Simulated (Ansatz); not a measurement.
A relaxed cell of Ge is given with its symmetry left out. The cell was found from a structure generator's guess, not taken from experiment.

Level of theory: DFT PBE, scalar-relativistic, plane waves, PAW (Ansatz). Cutoff 420 eV, Γ-centred mesh, Gaussian smearing, no spin polarisation.

```
Ge
1.0
    -1.99913    1.99913    7.58111
     1.99913   -1.99913    7.58111
     1.99913    1.99913   -7.58111
Ge
4
Cartesian
  0.0000 0.0000 1.2349
  0.0000 1.9991 5.0254
  0.0000 0.0000 13.9273
  0.0000 1.9991 2.5557
```

Energies count from the standard state of Ge at the same level.

Problem. Find its symmetry and describe it.

Solution. I4_1/amd (No. 141). Conventional cell: a = 3.998 Å, c = 15.162 Å. Ge has 3 Ge at 2.40–2.47 Å.

Problem. How far does it lie from the standard state of Ge?

Solution. +0.64 eV/atom. It lies above the standard state, so it could only be metastable.

Problem. Is it a metal?

Solution. Yes, bands cross the Fermi level on the 16×16×16 mesh.

Problem. From what recipe could a structure generator have reached it?

Solution. One such recipe: 3-connected net of one element (I4_1/amd, No. 141). Other recipes can lead to the same cell.

The last run used a 16×16×16 mesh for its 4-atom cell and Gaussian smearing of 0.10 eV. A structure relaxed within its symmetry needn't be a true minimum. Another cell of Ge relaxed alike, in P6_3/mmc, lies 0.64 eV/atom lower, so this cell isn't the stable form at this level.
